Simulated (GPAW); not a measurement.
# Ge (Fd-3m) in GPAW: a series of runs, part 2 of 2

GPAW 26.7.0.

## Step 4: Gruneisen, LDA

run.py reads:

```python
import json
import numpy as np
from ase import Atoms
from ase.constraints import FixSymmetry
from ase.filters import FrechetCellFilter
from ase.io import write
from ase.optimize import BFGS
from phonopy import Phonopy
from phonopy.structure.atoms import PhonopyAtoms
from gpaw import GPAW, PW

atoms = Atoms(['Ge', 'Ge'],
              cell=[[0.0, 2.82891, 2.82891],
                    [2.82891, 0.0, 2.82891],
                    [2.82891, 2.82891, 0.0]],
              scaled_positions=[[0.75, 0.75, 0.75],
                                [0.5, 0.5, 0.5]],
              pbc=True)

calc = GPAW(mode=PW(600),
            xc='LDA',
            kpts={'size': (7, 7, 7), 'gamma': True},
            occupations={'name': 'fermi-dirac', 'width': 0.05},
            nbands=11,
            convergence={'density': 1e-06, 'eigenstates': 1e-09},
            maxiter=150,
            txt='gpaw.txt')
atoms.calc = calc
atoms.set_constraint(FixSymmetry(atoms))
BFGS(FrechetCellFilter(atoms), trajectory='relax.traj', logfile='-').run(fmax=0.005, steps=40)
atoms.set_constraint()
energy = atoms.get_potential_energy()
forces = atoms.get_forces()
stress = atoms.get_stress()
calc.write('gs.gpw')
write('result.traj', atoms)
print('Cell:', atoms.cell.cellpar().round(4))
print(atoms.get_scaled_positions().round(5))

def force_constants(scale):
    unit = PhonopyAtoms(symbols=atoms.get_chemical_symbols(), cell=atoms.cell[:] * scale**(1 / 3),
                        scaled_positions=atoms.get_scaled_positions())
    ph = Phonopy(unit, supercell_matrix=np.diag([2, 2, 2]), primitive_matrix=np.eye(3), symprec=1e-4)
    ph.generate_displacements(distance=0.01)
    forces = []
    for i, sc in enumerate(ph.supercells_with_displacements):
        a = Atoms(sc.symbols, cell=sc.cell, scaled_positions=sc.scaled_positions, pbc=True)
        c = GPAW(mode=PW(510),
                 xc='LDA',
                 kpts={'size': (4, 4, 4), 'gamma': True},
                 occupations={'name': 'fermi-dirac', 'width': 0.05},
                 nbands=53,
                 convergence={'density': 1e-06, 'eigenstates': 1e-09},
                 maxiter=150,
                 txt=f'disp-{scale:.3f}-{i:02d}.txt')
        a.calc = c
        f = a.get_forces()
        forces.append(f - f.mean(axis=0))
        print(f'displacement {i}: drift', f.mean(axis=0).round(5), flush=True)
    ph.forces = forces
    ph.produce_force_constants()
    ph.symmetrize_force_constants()
    return ph

qpoints = [[0.0, 0.0, 0.0], [0.0, 0.0, 0.5], [0.0, 0.5, 0.0], [0.0, 0.5, 0.5], [0.5, 0.0, 0.0], [0.5, 0.0, 0.5], [0.5, 0.5, 0.0], [0.5, 0.5, 0.5]]
results = {}
for scale in [0.99, 1.0, 1.01]:
    ph = force_constants(scale)
    ph.run_qpoints(qpoints)
    nu = ph.qpoints.frequencies * 33.35641  # THz to cm^-1
    results[f'{scale:.3f}'] = nu.tolist()
    for qp, f in zip(qpoints, nu):
        print(scale, np.round(qp, 4), f.round(2))

lo, mid, hi = (np.array(results[x]) for x in ('0.990', '1.000', '1.010'))
gamma = np.where(abs(mid) > 5, -(hi - lo) / (np.log(1.01 / 0.99) * np.where(abs(mid) > 5, mid, 1)), 0)
results['gamma'] = gamma.tolist()
print('Mode Grueneisen parameters:')
print(gamma.round(3))
json.dump(results, open('phonons.json', 'w'))
```

Potentials or basis: the program's PAW data sets (release 1.2.1) made for this functional, pw.

Run with:

```sh
$ OMP_NUM_THREADS=1 python run.py
```

gpaw.txt:

```text
__  _  _
 | _ |_)|_||  |
 |__||  | ||/\| - 26.7.0

Input parameters:
  mode=PW(ecut=600.0),
  convergence={'density': 1e-06, 'eigenstates': 1e-09},
  kpts=MonkhorstPack(size=(7, 7, 7), gamma=True),
  maxiter=150,
  nbands=11,
  occupations=Occupations(name='fermi-dirac', width=0.05),
  xc=XC(name='LDA')

Diagonalizing LCAO Hamiltonian
Converting LCAO to pw mode

           Ge

       Ge

Atoms  # Å, Bohr magnetons
|   | symbol |        x |        y |        z |    initial magnetic moments |
|---|--------|----------|----------|----------|-----------------------------|
| 0 |     Ge | 4.243365 | 4.243365 | 4.243365 | ( 0.0000,  0.0000,  0.0000) |
| 1 |     Ge | 2.828910 | 2.828910 | 2.828910 | ( 0.0000,  0.0000,  0.0000) |

Unit cell  # Å
| periodic |        x |        y |        z |  lengths |    angles |
|----------|----------|----------|----------|----------|-----------|
|      yes | 0.000000 | 2.828910 | 2.828910 | 4.000683 | 60.000000 |
|      yes | 2.828910 | 0.000000 | 2.828910 | 4.000683 | 60.000000 |
|      yes | 2.828910 | 2.828910 | 0.000000 | 4.000683 | 60.000000 |

Number of symmetries: 24
Symmetry operations  # r_c * U_cc + t_c -> r_c
|    | kind |            matrix            |
|----|------|------------------------------|
|  0 |  E   |  1, 0, 0,  0, 1, 0,  0, 0, 1 |
|  1 |  σ   |  1, 0, 0,  0, 0, 1,  0, 1, 0 |
|  2 |  σ   |  1, 0,-1,  0, 1,-1,  0, 0,-1 |
|  3 |  C3  |  1, 0,-1,  0, 0,-1,  0, 1,-1 |
|  4 |  C3  |  1,-1, 0,  0,-1, 1,  0,-1, 0 |
|  5 |  σ   |  1,-1, 0,  0,-1, 0,  0,-1, 1 |
|  6 |  σ   |  0, 1, 0,  1, 0, 0,  0, 0, 1 |
|  7 |  C3  |  0, 1, 0,  0, 0, 1,  1, 0, 0 |
|  8 |  C2  |  0, 1,-1,  1, 0,-1,  0, 0,-1 |
[... 122 lines left out ...]
SCF iterations
|iter     | |      energy | eigst |  dens |
[... 291 lines left out ...]
|      yes | -0.000000 |  2.815743 | 2.815743 | 3.982062 | 60.000000 |
|      yes |  2.815743 | -0.000000 | 2.815743 | 3.982062 | 60.000000 |
|      yes |  2.815743 |  2.815743 | 0.000000 | 3.982062 | 60.000000 |

Number of symmetries: 24
Symmetry operations  # r_c * U_cc + t_c -> r_c
|    | kind |            matrix            |
|----|------|------------------------------|
|  0 |  E   |  1, 0, 0,  0, 1, 0,  0, 0, 1 |
|  1 |  σ   |  1, 0, 0,  0, 0, 1,  0, 1, 0 |
|  2 |  σ   |  1, 0,-1,  0, 1,-1,  0, 0,-1 |
|  3 |  C3  |  1, 0,-1,  0, 0,-1,  0, 1,-1 |
|  4 |  C3  |  1,-1, 0,  0,-1, 1,  0,-1, 0 |
|  5 |  σ   |  1,-1, 0,  0,-1, 0,  0,-1, 1 |
|  6 |  σ   |  0, 1, 0,  1, 0, 0,  0, 0, 1 |
|  7 |  C3  |  0, 1, 0,  0, 0, 1,  1, 0, 0 |
|  8 |  C2  |  0, 1,-1,  1, 0,-1,  0, 0,-1 |
[... 122 lines left out ...]
SCF iterations
|iter     | |      energy | eigst |  dens |
|---------|-|-------------|-------|-------|
|iter:   1| |  -10.372300 | -2.65 |       |
|iter:   2| |  -10.371891 | -5.28 | -2.02 |
|iter:   3| |  -10.368915c| -4.15 | -2.05 |
|iter:   4| |  -10.368778c| -5.05 | -2.74 |
|iter:   5| |  -10.368773c| -6.23 | -3.24 |
|iter:   6| |  -10.368773c| -8.23 | -4.49 |
|iter:   7| |  -10.368773c| -9.24c| -4.96 |
|iter:   8| |  -10.368773c| -9.75c| -6.00c|

Converged in 8 steps
Energy contributions relative to reference atoms: (reference = -114035.635429)

Energy contributions:
  Kinetic:          27.805894
  Coulomb:         -24.912109
  Zero:              0.003630
  External:          0.000000
  Xc:              -13.265500
  Entropy:          -0.001375
  Spinorbit:         0.000000
  ----------------------------
  Free energy:     -10.369460
  Extrapolated:    -10.368773
[... 19 lines left out ...]
No gap
No difference between direct/indirect transitions

Stress tensor  # eV/Ang^3
|         x |         y |         z |
|-----------|-----------|-----------|
|  0.000029 | -0.000000 | -0.000000 |
| -0.000000 |  0.000029 |  0.000000 |
| -0.000000 |  0.000000 |  0.000029 |

Forces  # eV/Ang
|        x |        y |        z |
|----------|----------|----------|
| -0.00000 | -0.00000 | -0.00000 |  # Ge   0
| -0.00000 |  0.00000 |  0.00000 |  # Ge   1

# Writing to gs.gpw (mode='')
```

stdout:

```text
Step          Energy          fmax
BFGS:    0      -10.367694        0.133030
BFGS:    1      -10.368358        0.105935
BFGS:    2      -10.369460        0.000647
Cell: [ 3.9821  3.9821  3.9821 60.     60.     60.    ]
[[0.75 0.75 0.75]
 [0.5  0.5  0.5 ]]
[... 24 lines left out ...]
1.01 [0.5 0.  0.5] [ 74.35  74.35 233.94 233.94 265.2  265.2 ]
1.01 [0.5 0.5 0. ] [ 74.35  74.35 233.94 233.94 265.2  265.2 ]
1.01 [0.5 0.5 0.5] [ 58.29  58.29 214.35 233.82 280.22 280.22]
Mode Grueneisen parameters:
[[ 0.     0.     0.     1.574  1.574  1.574]
 [-1.74  -1.74   0.815  1.702  1.392  1.392]
 [-1.74  -1.74   0.815  1.702  1.392  1.392]
 [-2.093 -2.093  1.143  1.143  1.572  1.572]
 [-1.74  -1.74   0.815  1.702  1.392  1.392]
 [-2.093 -2.093  1.143  1.143  1.572  1.572]
 [-2.093 -2.093  1.143  1.143  1.572  1.572]
 [-1.74  -1.74   0.815  1.702  1.392  1.392]]
```

disp-1.000-00.txt:

```text
SCF iterations
|iter     | |      energy | eigst |  dens |
|---------|-|-------------|-------|-------|
|iter:   1| |  -83.851142 | -0.43 |       |
|iter:   2| |  -83.801427 | -2.61 | -0.91 |
|iter:   3| |  -83.056672 | -2.10 | -0.93 |
|iter:   4| |  -83.029563 | -3.44 | -1.62 |
[... 46 lines left out ...]
|         39 |         6.459 |     0.000 |
|         40 |         6.459 |     0.000 |
|        ... |               |           |
|         52 |         9.562 |     0.000 |

No gap
No difference between direct/indirect transitions

Forces  # eV/Ang
|        x |        y |        z |
|----------|----------|----------|
|  0.00145 | -0.08396 | -0.08396 |  # Ge   0
| -0.00002 |  0.00653 |  0.00653 |  # Ge   1
|  0.00303 | -0.00453 |  0.00352 |  # Ge   2
| -0.00299 |  0.00353 | -0.00452 |  # Ge   3
|  0.00303 |  0.00352 | -0.00453 |  # Ge
```

Run time: 9.7 min. Hardware: 1 thread of AMD EPYC 7B13 (Zen 3), shared host; peak memory 1 GiB.

Results:

```
Free energy                            : -10.3695 eV
Relaxed volume                         : 22.32 Å³/atom
Relaxed cell                           : a = 3.982 Å, b = 3.982 Å, c = 3.982 Å, α = 60.00°, β = 60.00°, γ = 60.00°
Space group after relaxing (to 0.05 Å) : Fd-3m (No. 227)
Pressure after relaxing                : 0.0 GPa
Band gap on the k mesh                 : none (metal or under the smearing width)
Highest phonon frequency               : 287 cm⁻¹
```

Final structure:
```
CELL_PARAMETERS angstrom
0.00000 2.81574 2.81574
2.81574 0.00000 2.81574
2.81574 2.81574 0.00000
ATOMIC_POSITIONS crystal
Ge 0.75000 0.75000 0.75000
Ge 0.50000 0.50000 0.50000
```

Phonon frequencies in cm⁻¹ (negative: imaginary):
```
              q point            frequencies
(0.000, 0.000, 0.000)      0 0 0 287 287 287
(0.000, 0.000, 0.500)  57 57 216 238 284 284
(0.000, 0.500, 0.000)  57 57 216 238 284 284
(0.000, 0.500, 0.500)  73 73 237 237 269 269
(0.500, 0.000, 0.000)  57 57 216 238 284 284
(0.500, 0.000, 0.500)  73 73 237 237 269 269
(0.500, 0.500, 0.000)  73 73 237 237 269 269
(0.500, 0.500, 0.500)  57 57 216 238 284 284
```

Mode Grüneisen parameters of phonons at Γ, in order of frequency: 1.57, 1.57, 1.57

Caveat: the cutoff is short for stress and forces, so pressures can be off by a GPa or more; the density grid can change from cell to cell, which puts small steps into energies and stress; this crystal is a semiconductor, whose small gap the functional closes, so the metal is an error of the method.

## Step 5: The runs side by side

```tsv
task	level	potentials or basis	spin	cell	k mesh	cutoff (eV)	band path	band points	spin axis theta (degrees)	spin axis phi (degrees)	soc after scf	pressure (GPa)
band structure	LDA	PAW data sets generated in the run's folder for this functional, pw	off	as given	8 × 8 × 8	600	GXWKGLUWLK,UX	100	-	-	-	-1.0
band structure	vdW-DF-cx	GPAW PAW data sets (gpaw-data 1.2.1), pw	SOC, no magnetisation	as given	8 × 8 × 8	600	GXWKGLUWLK,UX	80	0	0	second variation	-
gruneisen	LDA	the program's PAW data sets (release 1.2.1) made for this functional, pw	off	relaxed	7 × 7 × 7	510	-	-	-	-	-	0.0
```

Alike in all rows: smearing fermi-dirac 0.05 eV.

Caveats: this crystal is a semiconductor, whose small gap the functional closes, so the metal is an error of the method; spin-orbit coupling was added after a scalar SCF, so levels and gaps hold it while energy, forces, pressure and moments don't (some runs); this program's spin-orbit splittings come out too wide for heavy elements (some runs); the PAW data sets were made with another functional, which shifts forces and pressure a little (some runs); the cutoff is short for stress and forces, so pressures can be off by a GPa or more (some runs); the density grid can change from cell to cell, which puts small steps into energies and stress (some runs).

Absolute energies hang on the potentials; compare differences alone.

## Step 6: Comparison with measurements

Step 2. Measured gap of Ge: 0.744 eV (indirect; 0 K; “Temperature-dependent photoluminescence in Ge: experiment and theory”, 2020, arxiv:2003.00143). This calculation gives 0.00 eV (-0.74 eV). 3 values of this kind are on record (0.666 to 0.807 eV); this one was drawn at random among those near their median. Spin-orbit coupling on Ge is left out. The value is that of LDA, without temperature or zero-point motion. Semilocal functionals fall short of measured gaps as a rule.

Step 3. Measured gap of Ge: 0.807 eV (direct; 300 K; “Electronic and optical properties of SixGe1-x-ySny alloys lattice-matched to Ge”, 2021, arxiv:2109.02782). This calculation gives 0.00 eV (-0.81 eV). 3 values of this kind are on record (0.666 to 0.807 eV); this one was drawn at random among those near their median. The value is that of vdW-DF-cx, without temperature or zero-point motion.

Step 4. The gap isn't set beside the measured one, since this odd mesh misses points on the zone boundary.
